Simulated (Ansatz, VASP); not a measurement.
## BaTiO3: VASP beside Ansatz

INCAR

```
SYSTEM = BaTiO3
PREC = Accurate
ENCUT = 520
EDIFF = 1E-6
ISMEAR = 0
SIGMA = 0.02
LREAL = .FALSE.
LASPH = .TRUE.
NELM = 150
ALGO = Normal
ISIF = 2
LWAVE = .FALSE.
LCHARG = .FALSE.
LMAXMIX = 4
LDAU = .TRUE.
LDAUTYPE = 2
LDAUL = -1 2 -1
LDAUU = 0 4 0
LDAUJ = 0 0 0
LDAUPRINT = 1
GGA = PE
NBANDS = 28
```

The input KPOINTS:

```
regular mesh
0
G
  8 8 8
  0 0 0
```

File POSCAR:

```
BaTiO3
1.0
    3.6552371690      0.0000000000      0.0000000000
    0.0000000000      3.6552371690      0.0000000000
    0.0000000000      0.0000000000      3.6552371690
Ba Ti O
1 1 3
Direct
    0.5000000000      0.5000000000      0.5719993980
    0.0000000000      0.0000000000      0.0719993980
    0.0000000000      0.5000000000      0.0719993980
    0.5000000000      0.0000000000      0.0719993980
    0.0000000000      0.0000000000      0.5719993980
```

Input for Ansatz:

```yaml
crystal:
  lattice:
    - [3.655237169, 0.0, 0.0]
    - [0.0, 3.655237169, 0.0]
    - [0.0, 0.0, 3.655237169]
  atoms:
    - { symbol: Ba, position: [0.5, 0.5, 0.571999398] }
    - { symbol: Ti, position: [0.0, 0.0, 0.071999398] }
    - { symbol: O, position: [0.0, 0.5, 0.071999398] }
    - { symbol: O, position: [0.5, 0.0, 0.071999398] }
    - { symbol: O, position: [0.0, 0.0, 0.571999398] }
basis:
  ecutwfc: 420
kpoints:
  mp_grid: { grid: [8, 8, 8] }
  band_path: { path: [VBM, CBM], npoints: 2 }
hamiltonian:
  xc: pbe
  hubbard: { sites: [{ species: Ti, l: d, u_eff: 4.0 }] }
scf:
  occupations: { method: gaussian, width: 0.02 }
output:
  forces: true
  stress: true
  eigenvalues: true
checkpoint:
  read: start.run
  write: ck
  compress: false
  write_wavefunctions: false
  write_every: 100000
```

Alike in both runs: task single point; functional PBE; k mesh 8 × 8 × 8; occupations gaussian, width 0.02 eV; no spin polarisation; Hubbard terms Ti d U = 4.0 eV.

|  | VASP | Ansatz |
| --- | --- | --- |
| version | VASP 6.6.1 | Ansatz 0.2.0 |
| potentials or method | VASP PAW PBE potentials, release 64 (Ba_sv, Ti_sv, O) | scalar-relativistic, plane waves, PAW |
| plane-wave cutoff (eV) | 520 | 420 |
| valence electrons in the cell | 40 | 40 |

|  | VASP | Ansatz | Ansatz less VASP |
| --- | --- | --- | --- |
| gap on the k mesh at the Fermi level (eV) | 2.54 | 2.58 | +0.038 |
| least direct gap on the mesh (eV) | 2.54 | 2.58 | +0.038 |

The programs project onto different local orbitals, so the same U acts differently.

Caveats: spin-orbit coupling is left out, which moves the levels of the heavy elements. A k mesh can miss the band edges.
